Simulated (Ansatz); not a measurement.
## BN: stationary points along a deformation path

Method: Ansatz, DFT r2SCAN, scalar-relativistic, plane waves, PAW. Cutoff 500 eV, Γ-centred 12×12×12 k-points, Gaussian smearing of 0.05 eV. No spin polarisation. Energies are free energies at this smearing, counted from the undisturbed cell; pressure is positive in compression.

The starting cell (as given, not relaxed at this level; it stands at -0.5 GPa; this form isn't the usual structure):

```
B N
1.0
     0.00000    3.49532    2.16609
     1.25163    0.00000    2.16609
     1.25163    3.49532    0.00000
B N
1 1
Cartesian
  1.2516 3.4953 0.0002
  1.2516 3.4953 2.8881
```

The cell holds layers and no dispersion correction was added, so their binding is poorly described.

At fixed volume and fractional coordinates, lengths along (0.000, 0.000, 1.000) are scaled against those across it; ρ is that ratio over its starting value. V = 9.476 Å³/atom. Δσ is the stress along the axis less the mean stress across it (compression positive).

```
    ρ  ΔE (meV/atom)  Δσ (GPa) space group
0.850          366.1    119.72         Fmm2
0.920           91.8     57.40         Fmm2
1.000            0.0     -0.31         Fmm2
1.100          112.0    -58.01         Fmm2
1.200          392.5   -104.62         Fmm2
```

Problem. How does the stress give the slope of the energy, and where is the energy stationary?

Solution. Along the path d ln(length) is 2/3 d ln ρ on the axis and −1/3 d ln ρ across it, so dE/d ln ρ = −(2/3) V Δσ: the energy falls with ρ where Δσ is positive. Δσ vanishes or changes sign between ρ = 0.920 and 1.000, a minimum (near 1.00 by linear interpolation). Pairs of stationary points between two samples would go unseen, and could change a minimum read from distant neighbours into a maximum.

Problem. Integrate that slope from ρ = 1 to 0.850 by the trapezoid rule.

Solution. With V/N in Å³ and 1 eV/Å³ = 160.2 GPa the slopes at ρ = 1.000, 0.920, 0.850 are 12, -2263, -4721 meV/atom per unit of ln ρ. The steps add 93.8 + 276.3 = 370.2 meV/atom, against 366.1 from the energies; the trapezoid rule misses the curvature of the slope within each step.

Forces appear on the atoms along this scan, and letting them relax would lower the energy and soften the response.